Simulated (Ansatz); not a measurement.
# Sc in Ansatz: convergence with k mesh

Input of the first run (k mesh 3 × 3 × 3); the others differ in this setting and in those tied to it:

File input.yaml:

```yaml
crystal:
  lattice:
    - [0.0, 2.26, 2.26]
    - [2.26, 0.0, 2.26]
    - [2.26, 2.26, 0.0]
  atoms:
    - { symbol: Sc, position: [0.0, 0.0, 0.0] }
hamiltonian:
  xc: pbe
  pseudopotentials: { kind: paw, level: accurate }
kpoints:
  mp_grid: { grid: [3, 3, 3] }
scf:
  occupations: { method: cold, width: 0.1 }
output:
  forces: true
  stress: true
  eigenvalues: true
```

Potentials or basis: Ansatz PAW earlier set.

Run with:

```console
$ ansatz run input.yaml --threads 2 --pin off --max-ram 5632MiB --backend cpu --events-out ev --progress --plain --runs-dir out
```

This isn't the form of Sc at room conditions, which is hcp.

Hardware: 2 threads of Intel(R) Xeon(R) Platinum 8375C CPU @ 2.90GHz (Ice Lake) (shared host).

Q: The values tried are 3 × 3 × 3, 4 × 4 × 4, 5 × 5 × 5, 6 × 6 × 6, 7 × 7 × 7, 9 × 9 × 9, 11 × 11 × 11, 14 × 14 × 14, 17 × 17 × 17, loosest first. From which on does the pressure stay within 0.1 GPa of the tightest run that finished?

A: From 9 × 9 × 9 on.

| k mesh | energy less the tightest run, at zero smearing (meV/atom) | pressure (GPa) | SCF cycles | CPU time (s) | peak memory (GiB) |
| --- | --- | --- | --- | --- | --- |
| 3 × 3 × 3 | 110.34 | 3.39 | 6 | 0.45 | 0.3 |
| 4 × 4 × 4 | -10.92 | 4.25 | 6 | 0.62 | 0.3 |
| 5 × 5 × 5 | 46.48 | 5.01 | 6 | 0.67 | 0.31 |
| 6 × 6 × 6 | -6.45 | 4.11 | 6 | 0.79 | 0.31 |
| 7 × 7 × 7 | -2.64 | 3.48 | 6 | 1 | 0.32 |
| 9 × 9 × 9 | -7.14 | 3.60 | 6 | 1.5 | 0.33 |
| 11 × 11 × 11 | 1.44 | 3.68 | 6 | 1.9 | 0.35 |
| 14 × 14 × 14 | -1.35 | 3.63 | 6 | 3.5 | 0.39 |
| 17 × 17 × 17 | 0.00 | 3.69 | 6 | 5.2 | 0.43 |

Not settled before the last step: the energy (to 1 meV/atom). Meshes of other sizes hit other points, so gaps and Fermi surfaces needn't settle smoothly. The tightest run that finished is the yardstick and may itself not be fully converged.
